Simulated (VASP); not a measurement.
# Sc (P6_3/mmc) in VASP: single point with PBEsol

Aim: the single point of Sc with PBEsol.

Program: VASP 6.6.1. These are calculated values, not measurements. Logs are shortened: lines on timing, memory, paths and dates and some standing lists are left out, and cuts for length are marked.

## 1. Starting point

The structure is hexagonal, space group P6_3/mmc (No. 194). The conventional cell has a = 3.279 Å, b = 3.279 Å, c = 5.085 Å, α = 90.00°, β = 90.00°, γ = 120.00°. Around Sc (site symmetry -6m2) lie 12 Sc at 3.17 to 3.28 Å.

## 2. Single point, PBEsol, non-collinear spin, zero start, spin-orbit coupling

Contents of INCAR:

```
SYSTEM = Sc
PREC     = Accurate       ! precision mode
ENCUT    = 520            ! plane-wave cutoff, eV
EDIFF    = 1E-6           ! SCF threshold, eV
ISMEAR   = 0              ! smearing method
SIGMA    = 0.1            ! smearing width, eV
LREAL    = .False.        ! projectors in reciprocal space
LASPH    = .True.         ! aspherical terms in the spheres
NELM     = 80             ! most SCF steps
ALGO     = Normal         ! electronic algorithm
ISIF     = 2              ! what is computed and relaxed
LWAVE    = .False.        ! write WAVECAR
LCHARG   = .False.        ! write CHGCAR
MAGMOM   = 0 0 0 0 0 0    ! initial moments
LORBIT   = 11             ! projections on sites
LSORBIT  = .True.         ! spin-orbit coupling
GGA_COMPAT= .False.      
LMAXMIX  = 4              ! l up to which the mixer works
GGA      = PS             ! functional
```

Contents of KPOINTS:

```
Automatic mesh
0
Gamma
  15 15 8
  0 0 0
```

Contents of POSCAR:

```
Sc
1.0
    3.2785900000      0.0000000000      0.0000000000
   -1.6392900000      2.8393400000      0.0000000000
    0.0000000000      0.0000000000      5.0848600000
Sc
2
Direct
    0.3333300000      0.6666700000      0.2500000000
    0.6666700000      0.3333300000      0.7500000000
```

Potentials or basis: VASP PAW PBE potentials, release 64 (Sc_sv).

Launch:

```
cat potpaw_PBE.64/Sc_sv/POTCAR > POTCAR
mpirun -np 1 vasp_ncl > vasp.out
```

OUTCAR:

```text
SYSTEM = Sc
   PREC = Accurate
   ENCUT = 520
   EDIFF = 1E-6
   ISMEAR = 0
   LREAL = .False.
   LASPH = .True.
   NELM = 80
   ISIF = 2
   LORBIT = 11
   LSORBIT = .True.
   GGA = PS

 ion  position               nearest neighbor table
   1  0.333  0.667  0.250-   2 3.17   2 3.17   2 3.17   2 3.17   2 3.17   2 3.17
   2  0.667  0.333  0.750-   1 3.17   1 3.17   1 3.17   1 3.17   1 3.17   1 3.17

  LATTYP: Found a hexagonal cell.
 ALAT       =     3.2785900000
 C/A-ratio  =     1.5509289054

  Lattice vectors:

 A1 = (   3.2785900000,   0.0000000000,   0.0000000000)
 A2 = (  -1.6392900000,   2.8393400000,   0.0000000000)
 A3 = (   0.0000000000,   0.0000000000,   5.0848600000)

Analysis of symmetry for initial positions (statically):
=====================================================================
 Subroutine PRICEL returns:
 Original cell was already a primitive cell.

 Routine SETGRP: Setting up the symmetry group for a
 hexagonal supercell.

 Subroutine GETGRP returns: Found  8 space group operations
 (whereof  4 operations were pure point group operations)
 out of a pool of 24 trial point group operations.

The static configuration has the point symmetry C_2h.
 The point group associated with its full space group is D_2h.

Analysis of symmetry for dynamics (positions and initial velocities):
=====================================================================
 Subroutine PRICEL returns:
 Original cell was already a primitive cell.

 Routine SETGRP: Setting up the symmetry group for a
 hexagonal supercell.

 Subroutine GETGRP returns: Found  8 space group operations
 (whereof  4 operations were pure point group operations)
 out of a pool of 24 trial point group operations.

The dynamic configuration has the point symmetry C_2h.
 The point group associated with its full space group is D_2h.

Analysis of structural, dynamic, and magnetic symmetry:
=====================================================================
 Subroutine PRICEL returns:
 Original cell was already a primitive cell.

 Routine SETGRP: Setting up the symmetry group for a
 hexagonal supercell.

 Subroutine GETGRP returns: Found  8 space group operations
 (whereof  4 operations were pure point group operations)
 out of a pool of 24 trial point group operations.

The overall configuration has the point symmetry C_2h.
 The point group associated with its full space group is D_2h.

 Subroutine INISYM returns: Found  8 space group operations
 (whereof  4 operations are pure point group operations),
 and found     1 'primitive' translations

----------------------------------------------------------------------------------------

                                     Primitive cell

  volume of cell :      47.3351

  direct lattice vectors                    reciprocal lattice vectors
     3.278590000  0.000000000  0.000000000     0.305009166  0.176096725  0.000000000
    -1.639290000  2.839340000  0.000000000     0.000000000  0.352194524  0.000000000
     0.000000000  0.000000000  5.084860000     0.000000000  0.000000000  0.196662248

  length of vectors
     3.278590000  3.278585570  5.084860000     0.352194048  0.352194524  0.196662248

  position of ions in fractional coordinates (direct lattice)
     0.333330000  0.666670000  0.250000000
     0.666670000  0.333330000  0.750000000

  ion indices of the primitive-cell ions
   primitive index   ion index
                 1           1
                 2           2

----------------------------------------------------------------------------------------
[... 86 lines left out ...]
   EFERMI_NEDOS =   21; number of points for ismear=-14 and -15
   IALGO  =     38    algorithm
   IMIX   =      4    mixing-type and parameters
     AMIX     =   0.40;   BMIX     =  1.00
     AMIX_MAG =   1.60;   BMIX_MAG =  1.00
  volume/ion in A,a.u.               =      23.67       159.72
  Fermi-wavevector in a.u.,A,eV,Ry     =   1.268103  2.396367 21.879330  1.608085
  Thomas-Fermi vector in A             =   2.401216
   LORBIT       =     11    0 simple, 1 ext, 2 COOP (PROOUT), +10 PAW based schemes
   GGA     = PS    functional components
   LHFCALC =     F    Hartree Fock is set to
   AEXX    =    0.0000 exact exchange contribution
   IVDW    =     0    specifies the selected vdW correction
   LEPSILON=     F    determine dielectric tensor
   LRPA    =     F    only Hartree local field effects (RPA)
 Gauss-broadening in eV      SIGMA  =   0.10
  energy-cutoff  :      520.00
  volume of cell :       47.34
 maximum number of plane-waves:      2592
   NGX = 13   NGY = 13   NGZ = 19

 number of electron      22.0000000 magnetization       0.0000000      0.0000000      0.0000000

 number of electron      22.0000008 magnetization       0.0000000     -0.0000000      0.0000000

 number of electron      22.0000008 magnetization      -0.0000000      0.0000000     -0.0000000

 number of electron      22.0000008 magnetization      -0.0000000     -0.0000000     -0.0000000

 Free energy of the ion-electron system (eV)
  ---------------------------------------------------
  ext. energy  EPLUGINS =         0.00000000
  ---------------------------------------------------
  free energy    TOTEN  =       -13.22833306 eV

  energy without entropy =      -13.20913382  energy(sigma->0) =      -13.21873344

 E-fermi :   3.8104     XC(G=0): -10.1566

 val. band max:        3.8035034739   @ k =   0.4000   0.2000   0.3750
 cond. band min:       3.8210133762   @ k =   0.4000   0.4000   0.3750
 fundamental gap:      0.0175099023
 Fermi energy:         3.8104247002

 k-point     1 :       0.0000    0.0000    0.0000
  band No.  band energies     occupation
      1     -45.2884      1.00000
      2     -45.2884      1.00000
      3     -45.2006      1.00000
      4     -45.2006      1.00000
      5     -24.3950      1.00000
      6     -24.3950      1.00000
[... 781 lines left out ...]
     29       5.5548      0.00000
     30       5.5548      0.00000

 [... further k-points ...]

------------------------ aborting loop because EDIFF is reached ----------------------------------------

  FORCE on cell =-STRESS in cart. coord.  units (eV):
  Direction    XX          YY          ZZ          XY          YZ          ZX
  --------------------------------------------------------------------------------------
  -------------------------------------------------------------------------------------
  Total       -0.0267372     -0.0266921     -0.0245532      0.0000390      0.0000000     -0.0000000
  in kB       -0.9049872     -0.9034606     -0.8310640      0.0013192      0.0000000     -0.0000000
  external PRESSURE =      -0.8798373 kB  Pullay stress =       0.0000000 kB

 VOLUME and BASIS-vectors are now :
 -----------------------------------------------------------------------------
  energy-cutoff  :      520.00
  volume of cell :       47.34
      direct lattice vectors                 reciprocal lattice vectors
     3.278590000  0.000000000  0.000000000     0.305009166  0.176096725  0.000000000
    -1.639290000  2.839340000  0.000000000     0.000000000  0.352194524  0.000000000
     0.000000000  0.000000000  5.084860000     0.000000000  0.000000000  0.196662248

 POSITION                                       TOTAL-FORCE (eV/Angst)
 -----------------------------------------------------------------------------------
     -0.00001      1.89290      1.27121         0.000026     -0.000015     -0.000000
      1.63931      0.94644      3.81365        -0.000026      0.000015      0.000000
 -----------------------------------------------------------------------------------
    total drift:                                0.000000      0.000000      0.000000

  FREE ENERGIE OF THE ION-ELECTRON SYSTEM (eV)
  ---------------------------------------------------
  free  energy   TOTEN  =       -13.2283330647 eV

  energy  without entropy=      -13.2091338214  energy(sigma->0) =      -13.21873344

 Spin-Orbit-Coupling matrix elements

 Ion:    1  E_soc:     -0.0073015
 l=   1
     0.0000000    -0.0012011    -0.0011988
    -0.0012011     0.0000000    -0.0012011
    -0.0011988    -0.0012011     0.0000000
 l=   2
     0.0000000    -0.0000029     0.0000000    -0.0000029    -0.0000122
    -0.0000029     0.0000000    -0.0000115    -0.0000033    -0.0000029
     0.0000000    -0.0000115     0.0000000    -0.0000115     0.0000000
    -0.0000029    -0.0000033    -0.0000115     0.0000000    -0.0000029
    -0.0000122    -0.0000029     0.0000000    -0.0000029     0.0000000
 l=   3
     0.0000000     0.0000000     0.0000000     0.0000000     0.0000000     0.0000000     0.0000000
     0.0000000     0.0000000     0.0000000     0.0000000     0.0000000     0.0000000     0.0000000
     0.0000000     0.0000000     0.0000000     0.0000000     0.0000000     0.0000000     0.0000000
     0.0000000     0.0000000     0.0000000     0.0000000     0.0000000     0.0000000     0.0000000
     0.0000000     0.0000000     0.0000000     0.0000000     0.0000000     0.0000000     0.0000000
     0.0000000     0.0000000     0.0000000     0.0000000     0.0000000     0.0000000     0.0000000
     0.0000000     0.0000000     0.0000000     0.0000000     0.0000000     0.0000000     0.0000000

 Ion:    2  E_soc:     -0.0073015
 l=   1
     0.0000000    -0.0012011    -0.0011988
    -0.0012011     0.0000000    -0.0012011
    -0.0011988    -0.0012011     0.0000000
 l=   2
     0.0000000    -0.0000029     0.0000000    -0.0000029    -0.0000122
    -0.0000029     0.0000000    -0.0000115    -0.0000033    -0.0000029
     0.0000000    -0.0000115     0.0000000    -0.0000115     0.0000000
    -0.0000029    -0.0000033    -0.0000115     0.0000000    -0.0000029
    -0.0000122    -0.0000029     0.0000000    -0.0000029     0.0000000
 l=   3
     0.0000000     0.0000000     0.0000000     0.0000000     0.0000000     0.0000000     0.0000000
     0.0000000     0.0000000     0.0000000     0.0000000     0.0000000     0.0000000     0.0000000
     0.0000000     0.0000000     0.0000000     0.0000000     0.0000000     0.0000000     0.0000000
     0.0000000     0.0000000     0.0000000     0.0000000     0.0000000     0.0000000     0.0000000
     0.0000000     0.0000000     0.0000000     0.0000000     0.0000000     0.0000000     0.0000000
     0.0000000     0.0000000     0.0000000     0.0000000     0.0000000     0.0000000     0.0000000
     0.0000000     0.0000000     0.0000000     0.0000000     0.0000000     0.0000000     0.0000000

 total charge

# of ion       s       p       d       tot
------------------------------------------
    1        2.284   6.109   1.033   9.426
    2        2.284   6.109   1.033   9.426
--------------------------------------------------
tot          4.569  12.218   2.065  18.852

 magnetization (x)

# of ion       s       p       d       tot
------------------------------------------
    1        0.000   0.000   0.000   0.000
    2        0.000   0.000   0.000   0.000
--------------------------------------------------
tot          0.000   0.000   0.000   0.000

 magnetization (y)

# of ion       s       p       d       tot
------------------------------------------
    1        0.000   0.000   0.000   0.000
    2        0.000   0.000   0.000   0.000
--------------------------------------------------
tot          0.000   0.000   0.000   0.000

 magnetization (z)

# of ion       s       p       d       tot
------------------------------------------
    1        0.000   0.000   0.000   0.000
    2        0.000   0.000   0.000   0.000
--------------------------------------------------
tot          0.000   0.000   0.000   0.000
```

Wall time 9.7 min (1 thread of AMD EPYC 9R14 (Zen 4), shared host); peak memory 0.65 GiB.

Results:

| Quantity | Value |
| --- | --- |
| Free energy | -13.2283 eV |
| Pressure | -0.1 GPa |
| Net moment | 0.00 μB per cell |
| Valence electrons inside the program's atomic spheres | Sc 9.43 |

Moments on the atoms (μB; x, y, z):
```
Sc  0.00 0.00 0.00
Sc  0.00 0.00 0.00
```

Caveat: the PAW data sets were made with another functional, which shifts forces and pressure a little.
